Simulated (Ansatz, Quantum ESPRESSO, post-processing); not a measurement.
# Band offsets of the BAs/BeS(110) superlattice, 5 + 5 layers, a = 4.748 Å, part 2 of 2

Aim: valence and conduction offsets of the BAs/BeS(110) superlattice, 5 + 5 layers, a = 4.748 Å from the line-up of mean potentials.

Quantum ESPRESSO 7.5; plane-wave DFT, LDA, GBRV ultrasoft pseudopotentials; cross-check by Ansatz 0.2.0 with PAW datasets.

So far. Step 10 (Planar and running averages of bulk BeS): In a crystal the running mean should be flat; that of average.x keeps a ripple of 0.22 eV. The line-up therefore uses an exact Fourier window on the same potential. Step 11 (Self-consistent run of the superlattice): The run needed 11 iterations to bring the estimated error under 1e-07 Ry; the largest force on any atom, held or free, is 1.19 eV/Å.

## 14. Projected density of states

projwfc.x splits the states by atom and orbital; the spilling says how much the atomic basis misses.

The input, pdos.in:

```
&projwfc
  prefix = 'ab'
  outdir = './out'
  filpdos = 'pdos'
  Emin = 5.742
  Emax = 12.742
  DeltaE = 0.05
  ngauss = 0
  degauss = 0.006
/
```

Launch:

```bash
OMP_NUM_THREADS=1 mpirun -n 4 projwfc.x -in pdos.in > pdos.out
```

Elapsed: 2.7 s, on 4 MPI ranks of Arm Neoverse V2, shared host; peak memory 0.27 GiB; 11 s of CPU time.

Numbers from this step:

```
spilling of the projection : 0.0035
```

The density of states has structure finer than the step of the table below, so its rows give means over 0.2 eV, whole bins alone (the curve runs from -3.00 to 2.45 eV). Peaks (eV: height): -2.85: 7.86, -1.50: 3.21, -1.15: 3.17, 1.45: 6.35, 1.80: 7.95.

Gaussian width 0.006 Ry; cut where the computed bands begin to run out. The density of states by energy, zero at the Fermi level; means over each step:

| energy (eV) | density of states (states/eV a cell) |
| --- | --- |
| -2.8 | 7.04 |
| -2.6 | 5.59 |
| -2.4 | 5.08 |
| -2.2 | 5.25 |
| -2.0 | 3.62 |
| -1.8 | 2.50 |
| -1.6 | 2.06 |
| -1.4 | 1.98 |
| -1.2 | 2.48 |
| -1.0 | 1.21 |
| -0.8 | 0.474 |
| -0.6 | 0.189 |
| -0.4 | 0.00667 |
| -0.2 | 0 |
| 0.0 | 0 |
| 0.2 | 0 |
| 0.4 | 0.0422 |
| 0.6 | 0.679 |
| 0.8 | 1.58 |
| 1.0 | 1.63 |
| 1.2 | 2.58 |
| 1.4 | 4.72 |
| 1.6 | 3.93 |
| 1.8 | 6.89 |
| 2.0 | 5.86 |
| 2.2 | 7.20 |

Projected DOS an atom over height of the atomic layer and energy from the Fermi level. Columns are the atomic layers from the bottom up.

Ten even steps from '0' (0.000 states/eV) to '9' (0.517 states/eV), each cell a mean:
```
8767865556
7545754345
8454865456
5333532123
4333422222
1111111111
1111111111
0000000000
0000000000
0000000000
0000000000
0000000000
0000000000
1010100000
3343310001
3323310001
3222310001
4444410001
9666931013
7787721112
8888832223
9888953335
```
Columns: height of the atomic layer (Å) from 0 to 15.1; rows upwards: energy from the Fermi level (eV) from -3.00 to 2.45.

Löwdin valence electrons by atom:

| atom | Löwdin valence electrons (e) |
| --- | --- |
| B1 | 3.48 |
| As2 | 4.46 |
| B3 | 3.61 |
| As4 | 4.34 |
| B5 | 3.62 |
| As6 | 4.35 |
| B7 | 3.61 |
| As8 | 4.34 |
| B9 | 3.48 |
| As10 | 4.46 |
| Be11 | 4.36 |
| S12 | 5.64 |
| Be13 | 4.24 |
| S14 | 5.74 |
| Be15 | 4.23 |
| S16 | 5.74 |
| Be17 | 4.24 |
| S18 | 5.74 |
| Be19 | 4.36 |
| S20 | 5.64 |

The atomic orbitals miss 0.4 % of the occupied states; for empty states the projections can miss much more.

## 15. The line-up

Each edge is taken over its own crystal's mean potential and then placed on the mean potential of those layers in the superlattice:

| crystal | valence top − mean (eV) | conduction bottom − mean (eV) | mean in the superlattice (eV) |
| --- | --- | --- | --- |
| BAs | -4.186 | -3.084 | 12.509 |
| BeS | 4.067 | 6.820 | 2.293 |

Valence offset = (4.067 + 2.293) − (-4.186 + 12.509) = -1.964 eV; conduction offset = -0.313 eV.

## 16. The same in Ansatz of bulk BAs

A second code with its own PAW datasets, on the same atoms.

Level of this step: plane-wave DFT, LDA, Ansatz PAW (Ansatz 0.2.0).

The input, input.yaml:

```yaml
crystal:
  lattice:
    - [4.748, 0.0, 0.0]
    - [0.0, 3.3573429971, 0.0]
    - [0.0, 0.0, 3.3573429971]
  atoms:
    - { symbol: B, position: [0.0, 0.0, 0.0] }
    - { symbol: As, position: [0.25, 0.5, 0.0] }
    - { symbol: B, position: [0.5, 0.5, 0.5] }
    - { symbol: As, position: [0.75, 0.0, 0.5] }
kpoints:
  mp_grid: { grid: [6, 8, 8] }
hamiltonian:
  xc: lda
scf:
  occupations: { method: fermi_dirac, width: 0.02 }
  convergence: { dr2_threshold: 1.0e-08 }
output:
  eigenvalues: true
checkpoint:
  write: az.a.run
  compress: false
  write_wavefunctions: false
```

Launch:

```bash
ansatz run input.yaml --threads 4 --pin off --max-ram 8192MiB --backend cpu --events-out ev --progress --plain --runs-dir out
```

Run time: 1.5 s. Hardware: 4 threads; peak memory 0.52 GiB.

Read from the output:

- free energy: -9847.0540 eV
- Fermi energy: 11.69 eV
- gap by band count: 1.119 eV
- symmetry operations: 16

## 17. Cross-check with Ansatz of bulk BeS

input.yaml, the sections that differ from step 16:

```yaml
crystal:
  lattice:
    - [4.748, 0.0, 0.0]
    - [0.0, 3.3573429971, 0.0]
    - [0.0, 0.0, 3.3573429971]
  atoms:
    - { symbol: Be, position: [0.0, 0.0, 0.0] }
    - { symbol: S, position: [0.25, 0.5, 0.0] }
    - { symbol: Be, position: [0.5, 0.5, 0.5] }
    - { symbol: S, position: [0.75, 0.0, 0.5] }
checkpoint:
  write: az.b.run
  compress: false
  write_wavefunctions: false
# kpoints, hamiltonian, scf, output: as in step 16
```

Wall time 0.82 s (4 threads); peak memory 0.48 GiB; 2.8 s of CPU time.

Read from the output:

| Property | Result |
| --- | --- |
| free energy | -1920.0216 eV |
| Fermi energy | 7.299 eV |
| gap by band count | 2.753 eV |

## 18. Offsets by Ansatz's align-bands

Level of this step: band offsets by ansatz align-bands; plane-wave DFT, LDA, Ansatz PAW (Ansatz 0.2.0).

The input, align.yaml:

```yaml
offset:
  left:
    bulk: { run: az.a.run }
    window: [1.678671498537, 5.036014495611]
    period: 3.357342997074
  right:
    bulk: { run: az.b.run }
    window: [10.07202899122, 13.42937198829]
    period: 3.357342997074
  interface: { run: relax.run, axis: 3 }
```

Launch:

```bash
ansatz align-bands align.yaml -- --threads 4 --pin off
```

Run time: 7.9 s. Hardware: 4 threads.

This step gave:

| Property | Result |
| --- | --- |
| valence offset | -1.966 eV |
| conduction offset | -0.3265 eV |
| step of the mean potential | -1.035 eV |
| first crystal's valence top on the superlattice's zero | 9.496 eV |
| first crystal's conduction bottom on that zero | 10.61 eV |
| second crystal's valence top on the superlattice's zero | 7.529 eV |
| second crystal's conduction bottom on that zero | 10.28 eV |

The step of the mean potential differs from pw.x's, since each set of potentials has its own local parts; only the offsets compare.

## 19. All levels side by side

All levels:

| level | valence offset (eV) | conduction offset (eV) | CPU time (s) |
| --- | --- | --- | --- |
| QE LDA GBRV ultrasoft | -1.964 | -0.3132 | 378.8 |
| Ansatz LDA PAW | -1.966 | -0.3265 | 57.3 |

The times are CPU seconds on a shared host, for the superlattice and both crystals; the codes use unlike cutoffs and datasets, and Ansatz's time holds its run of the superlattice.

## 20. Ground state of bulk BeS, with degauss = 0.005, mixing_mode = plain and electron_maxstep = 100

How much does a setting matter? One run is repeated with a change.

Level of this step: plane-wave DFT, LDA, GBRV ultrasoft pseudopotentials (Quantum ESPRESSO 7.5).

The input, b.w0.in:

```
&control
  prefix = 'b.w0'
  outdir = './out'
  pseudo_dir = './pseudo'
  calculation = 'scf'
  tprnfor = .true.
/
&system
  ibrav = 0
  nat = 4
  ntyp = 2
  ecutwfc = 40
  ecutrho = 200
  occupations = 'smearing'
  smearing = 'fd'
  degauss = 0.005
/
&electrons
  conv_thr = 1e-07
  mixing_beta = 0.5
  electron_maxstep = 100
  mixing_mode = 'plain'
/
ATOMIC_SPECIES
  Be  9.0122  be_lda_v1.4.uspp.F.UPF
  S   32.0600  s_lda_v1.4.uspp.F.UPF
CELL_PARAMETERS angstrom
  4.74800000000000 0.00000000000000 0.00000000000000
  0.00000000000000 3.35734299707373 0.00000000000000
  0.00000000000000 0.00000000000000 3.35734299707373
ATOMIC_POSITIONS crystal
  Be  0.000000000000 0.000000000000 0.000000000000
  S   0.250000000000 0.500000000000 0.000000000000
  Be  0.500000000000 0.500000000000 0.500000000000
  S   0.750000000000 0.000000000000 0.500000000000
K_POINTS automatic
  6 8 8 0 0 0
```

Launch:

```bash
OMP_NUM_THREADS=1 mpirun -n 4 pw.x -nk 4 -in b.w0.in > b.w0.out
```

Elapsed: 4.5 s, on 4 MPI ranks; peak memory 0.28 GiB.

Beside the run it was changed from:

| quantity | this run | unchanged run | difference |
| --- | --- | --- | --- |
| free energy (eV) | -1421.774 | -1421.774 | 0 |
| wall time (s) | 4.5 | 4.4 |  |
| SCF iterations | 6 | 6 |  |

The free energy moves by +0 meV an atom.

## 21. Self-consistent run of bulk BeS, with K_POINTS = [1, 1, 1]

One more run, with a changed input.

The input, b.bad.in:

```
&control
  prefix = 'b.bad'
  outdir = './out'
  pseudo_dir = './pseudo'
  calculation = 'scf'
  tprnfor = .true.
/
&system
  ibrav = 0
  nat = 4
  ntyp = 2
  ecutwfc = 40
  ecutrho = 200
  occupations = 'smearing'
  smearing = 'fd'
  degauss = 0.002
/
&electrons
  conv_thr = 1e-07
  mixing_beta = 0.5
  electron_maxstep = 75
/
ATOMIC_SPECIES
  Be  9.0122  be_lda_v1.4.uspp.F.UPF
  S   32.0600  s_lda_v1.4.uspp.F.UPF
CELL_PARAMETERS angstrom
  4.74800000000000 0.00000000000000 0.00000000000000
  0.00000000000000 3.35734299707373 0.00000000000000
  0.00000000000000 0.00000000000000 3.35734299707373
ATOMIC_POSITIONS crystal
  Be  0.000000000000 0.000000000000 0.000000000000
  S   0.250000000000 0.500000000000 0.000000000000
  Be  0.500000000000 0.500000000000 0.500000000000
  S   0.750000000000 0.000000000000 0.500000000000
K_POINTS automatic
  1 1 1 0 0 0
```

Launch:

```bash
OMP_NUM_THREADS=1 mpirun -n 4 pw.x -nk 1 -in b.bad.in > b.bad.out
```

Run time: 1.1 s. Hardware: 4 MPI ranks; peak memory 0.1 GiB.

Residual by cycle:

cycle, log10 residual and a bar from the least value:
```
        1       -0.5 ##############################
        2       -1.4 ##########################
        3       -2.4 #####################
        4       -3.8 ###############
        5       -4.5 ############
        6       -5.0 ##########
        7       -6.2 ####
        8       -7.2
```

The cycle converged. A setting was moved off its sound value on purpose, so this run is a test.

The fault put into the input: the zone centre alone (K_POINTS = [1, 1, 1]).

Beside the run it was changed from:

| quantity | this run | unchanged run | difference |
| --- | --- | --- | --- |
| free energy (eV) | -1408.841 | -1421.774 | 13 |
| wall time (s) | 1.1 | 4.4 |  |
| SCF iterations | 8 | 6 |  |

The free energy moves by +3.2e+03 meV an atom.

## 22. Outcome

```yaml
valence_top_of_bes_less_that_of_bas: -1.96 eV
conduction_bottom_of_bes_less_that_of_bas: -0.31 eV
gap_of_bulk_bas_along_the_path: 1.10 eV
gap_of_bulk_bes_along_the_path: 2.75 eV
the_valence_offset_by_ansatz: -1.97 eV
```

What this shows: The valence top of BeS lies 1.96 eV below that of BAs, and its conduction bottom 0.31 eV below (LDA, GBRV ultrasoft). At this level the alignment is staggered (type II). The conduction bottom lies on the line from Γ to X in BAs and at X in BeS. The atoms are held on ideal sites, so the interface is not relaxed. The thickness of the layers was not varied. Quantum ESPRESSO and Ansatz give -1.96 and -1.97 eV for the valence offset, which agree. Both crystals are held cubic at a = 4.748 Å, a typed value between or near their lattice constants, which no run here tested; a real film grown on one of them would be clamped in the plane and relax along the normal. Semilocal gaps are too small and can put the valleys in the wrong order, which spoils the conduction offset more than the valence offset. Spin-orbit coupling is left out; depending on the atoms that carry the levels of interest, it can split and shift them by tens to hundreds of meV.

[Logs are printed without paths, hosts, clocks, repeated set-up lines and the standing remarks that a program may print on its own settings, such as how far it seeks lower states.]

[Hosts, paths, dates, database ids (printed as entryN), source tags and the programs' standing remarks are cut or masked in the printed files.]

[Maps of the electrostatic potential energy from Ansatz leave out the sawtooth potential of an applied field or a dipole correction, so their vacuum need not be flat; planar profiles and work functions include it.]
